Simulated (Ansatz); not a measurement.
The system is AlFe.

```
Fe Al
1.0
     2.91000    0.00000    0.00000
     0.00000    2.91000    0.00000
     0.00000    0.00000    2.91000
Fe Al
1 1
Direct
  0.50000 0.50000 0.50000
  0.00000 0.00000 0.00000
```

```yaml
Program: Ansatz 0.2.0
Task: single point
Functional: PBEsol
Potentials_or_basis: all-electron LAPW, scalar-relativistic
Cutoff: 247 eV (chosen from the basis error)
Basis_error_allowed: 0.001 eV/atom
k_mesh: 9 × 9 × 9
Occupations: fermi-dirac, width 0.05 eV
Spin: collinear spin, ferromagnetic start
Starting_moments: "[3.0, 0.0] μB"
```

On this cell: pressure -11.3 GPa; largest force zero by symmetry; net moment 0.66 μB per cell; site moments Fe +0.72; Al -0.03 μB; band gap on the k mesh none (metal or under the smearing width).

The same run follows on a disturbed copy (atoms moved at random, drawn with an rms of 0.05 Å):

```
Fe Al
1.0
     2.91000    0.00000    0.00000
     0.00000    2.91000    0.00000
     0.00000    0.00000    2.91000
Fe Al
1 1
Cartesian
  1.5004 1.4741 1.3851
  0.0497 0.0455 -0.0318
```

What changes?

The energy (extrapolated to zero smearing) moves by +3.7 meV/atom; pressure -11.1 GPa; largest force 0.317 eV/Å; net moment 0.66 μB per cell; site moments Fe +0.72; Al -0.03 μB; band gap on the k mesh none (metal or under the smearing width).

Forces on the atoms (eV/Å):
```
Fe   0.029  0.180  0.259
Al  -0.029 -0.180 -0.259
```

Stress tensor (GPa, compression positive):
```
-11.08   0.02   0.02
  0.02 -11.13   0.14
  0.02   0.14 -11.18
```
